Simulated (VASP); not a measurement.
# C (R-3m) in VASP: further runs, part 2 of 2

VASP 6.6.1. Earlier steps stand in the parts before.

## (5) Single point, PBE+D3(BJ)

This run uses another cell than the first one, of 8.83 Å³/atom, 1.011 times its volume.

File INCAR:

```
SYSTEM = C
PREC     = Accurate       ! precision mode
ENCUT    = 520            ! plane-wave cutoff, eV
EDIFF    = 1E-6           ! SCF threshold, eV
ISMEAR   = 0              ! smearing method
SIGMA    = 0.02           ! smearing width, eV
LREAL    = .False.        ! projectors in reciprocal space
LASPH    = .True.         ! aspherical terms in the spheres
NELM     = 100            ! most SCF steps
ALGO     = Normal         ! electronic algorithm
ISIF     = 2              ! what is computed and relaxed
LWAVE    = .False.        ! write WAVECAR
LCHARG   = .False.        ! write CHGCAR
GGA      = PE             ! functional
IVDW     = 12             ! dispersion correction
NBANDS   = 11             ! bands
```

File KPOINTS:

```
Automatic mesh
0
Gamma
  15 15 15
  0 0 0
```

File POSCAR:

```
C
1.0
    1.2324793819      0.7115723029      3.3565020696
   -1.2324793819      0.7115723029      3.3565020696
    0.0000000000     -1.4231446058      3.3565020696
C
2
Direct
    0.8333929835      0.8333929835      0.8333929835
    0.1666070165      0.1666070165      0.1666070165
```

Potentials or basis: VASP PAW PBE potentials, release 64 (C).

Command:

```console
> cat potpaw_PBE.64/C/POTCAR > POTCAR
> mpirun -np 1 vasp_std > vasp.out
```

OUTCAR:

```text
SYSTEM = C
   PREC = Accurate
   ENCUT = 520
   EDIFF = 1E-6
   ISMEAR = 0
   LREAL = .False.
   LASPH = .True.
   NELM = 100
   ISIF = 2
   GGA = PE
   IVDW = 12
 IVDW          = 12

 ion  position               nearest neighbor table
   1  0.833  0.833  0.833-   2 1.42   2 1.42   2 1.42
   2  0.167  0.167  0.167-   1 1.42   1 1.42   1 1.42

  LATTYP: Found a trigonal (rhomboedric) cell.
 ALAT       =     3.6457436432
 COS(alpha) =     0.7714311377

  Lattice vectors:

 A1 = (   1.2324793819,   0.7115723029,   3.3565020696)
 A2 = (  -1.2324793819,   0.7115723029,   3.3565020696)
 A3 = (   0.0000000000,  -1.4231446058,   3.3565020696)

Analysis of symmetry for initial positions (statically):
=====================================================================
 Subroutine PRICEL returns:
 Original cell was already a primitive cell.

 Routine SETGRP: Setting up the symmetry group for a
 trigonal (rhombohedral) supercell.

 Subroutine GETGRP returns: Found 12 space group operations
 (whereof 12 operations were pure point group operations)
 out of a pool of 12 trial point group operations.

[... 174 lines left out ...]
      3       1.6747      2.00000
      4       1.6747      2.00000
      5       8.9553      0.00000
      6      13.0472      0.00000
      7      13.0472      0.00000
      8      16.0331      0.00000
      9      17.3241      0.00000
     10      27.4116      0.00000
     11      30.3731      0.00000
[... 309 lines left out ...]
 k-point    24 :       0.2000    0.1333    0.0000
  band No.  band energies     occupation
      1     -14.2063      2.00000
      2      -1.3085      2.00000
      3      -0.7064      2.00000
      4       0.2740      2.00000
      5      10.4247      0.00000
      6      13.3679      0.00000
      7      13.7299      0.00000
      8      15.3623      0.00000
      9      18.9522      0.00000
     10      25.4046      0.00000
     11      29.1770      0.00000

 [... further k-points ...]

------------------------ aborting loop because EDIFF is reached ----------------------------------------

 Edisp (eV)   -0.31251

 E8    (eV) :    -0.0886

  FORCE on cell =-STRESS in cart. coord.  units (eV):
  Direction    XX          YY          ZZ          XY          YZ          ZX
  --------------------------------------------------------------------------------------
  -------------------------------------------------------------------------------------
  Total       0.07944     0.07944    -0.00570     0.00000     0.00000     0.00000
  in kB       7.20595     7.20595    -0.51742     0.00000     0.00000     0.00000
  external pressure =        4.63 kB  Pullay stress =        0.00 kB

 VOLUME and BASIS-vectors are now :
 -----------------------------------------------------------------------------
  energy-cutoff  :      520.00
  volume of cell :       17.66
      direct lattice vectors                 reciprocal lattice vectors
     1.232479382  0.711572303  3.356502070     0.405686300  0.234223094  0.099309736
    -1.232479382  0.711572303  3.356502070    -0.405686300  0.234223094  0.099309736
     0.000000000 -1.423144606  3.356502070     0.000000000 -0.468446189  0.099309736

 POSITION                                       TOTAL-FORCE (eV/Angst)
 -----------------------------------------------------------------------------------
      0.00000      0.00000      8.39186         0.000000     -0.000000      0.001595
      0.00000      0.00000      1.67765         0.000000      0.000000     -0.001595
 -----------------------------------------------------------------------------------
    total drift:                               -0.000000     -0.000000      0.000000

  FREE ENERGIE OF THE ION-ELECTRON SYSTEM (eV)
  ---------------------------------------------------
  free  energy   TOTEN  =       -18.7352392442 eV

  energy  without entropy=      -18.7352392442  energy(sigma->0) =      -18.73523924
```

It took 36 s on 1 thread of Intel Xeon 6975P-C (Granite Rapids), shared host; peak memory 0.19 GiB.

What came out:

* Free energy: -18.7352 eV
* Pressure: 0.5 GPa
* Band gap on the k mesh: 0.65 eV, direct
* Dispersion energy per atom: -0.156 eV

Stress tensor (GPa, compression positive):
```
 0.72  0.00  0.00
 0.00  0.72  0.00
 0.00  0.00 -0.05
```

Caveat: an odd mesh through Γ misses points on the zone boundary, where band edges often lie.

## (6) Relaxation of cell and atoms, PBE+D3(BJ)

File INCAR:

```
PREC     = Accurate       # precision mode
ENCUT    = 600            # plane-wave cutoff, eV
EDIFF    = 1E-6           # SCF threshold, eV
ISMEAR   = 0              # smearing method
SIGMA    = 0.02           # smearing width, eV
LREAL    = F              # projectors in reciprocal space
LASPH    = T              # aspherical terms in the spheres
NELM     = 100            # most SCF steps
ALGO     = Normal         # electronic algorithm
ISIF     = 3              # what is computed and relaxed
LWAVE    = F              # write WAVECAR
LCHARG   = F              # write CHGCAR
GGA      = PE             # functional
IVDW     = 12             # dispersion correction
IBRION   = 2              # ionic algorithm
NSW      = 100            # ionic steps
EDIFFG   = -0.005         # ionic threshold
```

File KPOINTS:

```
Automatic mesh
0
Gamma
  15 15 15
```

File POSCAR:

```
C
1.0
    1.2325519944      0.7116142257      3.3209928692
   -1.2325519944      0.7116142257      3.3209928692
    0.0000000000     -1.4232284515      3.3209928692
C
2
Direct
    0.8334533369      0.8334533369      0.8334533369
    0.1665466631      0.1665466631      0.1665466631
```

Potentials or basis: VASP PAW PBE potentials, release 64 (C).

Command:

```console
> cat potpaw_PBE.64/C/POTCAR > POTCAR
> mpirun -np 1 vasp_std > vasp.out
```

Wall time 1.7 min (1 thread of Intel Xeon 6975P-C (Granite Rapids), shared host); peak memory 0.21 GiB.

Results (log left out):

```yaml
Free_energy: -18.7397 eV
Relaxed_volume: 8.74 Å³/atom
Relaxed_cell: a = 3.615 Å, b = 3.615 Å, c = 3.615 Å, α = 39.88°, β = 39.88°, γ = 39.88°
Space_group_after_relaxing_to_0.05_Å: R-3m (No. 166)
Energy_gained_by_relaxing: 0.0 meV/atom
Ionic_steps: 9
Pressure_after_relaxing: 0.0 GPa
Largest_force_after_relaxing: 0.003 eV/Å
Band_gap_on_the_k_mesh: 0.69 eV, direct
Dispersion_energy_per_atom: -0.158 eV
```

Forces on the atoms (eV/Å):
```
C    0.000  0.000  0.003
C    0.000  0.000 -0.003
```

Final structure:
```cif
data_structure
_symmetry_space_group_name_H-M 'P 1'
_symmetry_Int_Tables_number 1
_cell_length_a 3.6147
_cell_length_b 3.6147
_cell_length_c 3.6147
_cell_angle_alpha 39.876
_cell_angle_beta 39.876
_cell_angle_gamma 39.876
_cell_volume 17.49
loop_
_atom_site_label
_atom_site_type_symbol
_atom_site_fract_x
_atom_site_fract_y
_atom_site_fract_z
_atom_site_occupancy
C1 C 0.83339 0.83339 0.83339 1
C2 C 0.16661 0.16661 0.16661 1
```

Levels at points of the mesh, in eV from the valence-band top:
```csv
k point,band 1,band 2,band 3,band 4,band 5,band 6,band 7,band 8
"(0.00, 0.00, 0.00)",-19.32,-6.15,-2.65,-2.65,4.71,8.72,8.72,11.69
```

Caveat: an odd mesh through Γ misses points on the zone boundary, where band edges often lie.

## (7) The runs side by side

| task | cell | k mesh | cutoff (eV) | smearing | gap on the mesh (eV) | pressure (GPa) | relaxed volume (Å³/atom) |
| --- | --- | --- | --- | --- | --- | --- | --- |
| single point | R-3m, 8.74 Å³/atom | 9 × 9 × 9 | 520 | gaussian 0.1 eV | 0.75 | 3.5 | - |
| relaxation of cell and atoms | relaxed | 9 × 9 × 9 | 600 | gaussian 0.1 eV | 0.67 | -0.2 | 8.79 |
| single point | R-3m, 8.83 Å³/atom | 15 × 15 × 15 | 520 | gaussian 0.02 eV | 0.65 | 0.5 | - |
| relaxation of cell and atoms | relaxed | 15 × 15 × 15 | 600 | gaussian 0.02 eV | 0.69 | 0.0 | 8.74 |

Alike in all rows: level PBE+D3(BJ); potentials or basis VASP PAW PBE potentials, release 64 (C); no spin polarisation.

Caveats: an odd mesh through Γ misses points on the zone boundary, where band edges often lie; the relaxation stopped at a loose force limit of 0.05 eV/Å, so its end isn't a converged minimum (some runs).

Total energies depend on the potentials used, so only differences within one code and one set of settings carry meaning.
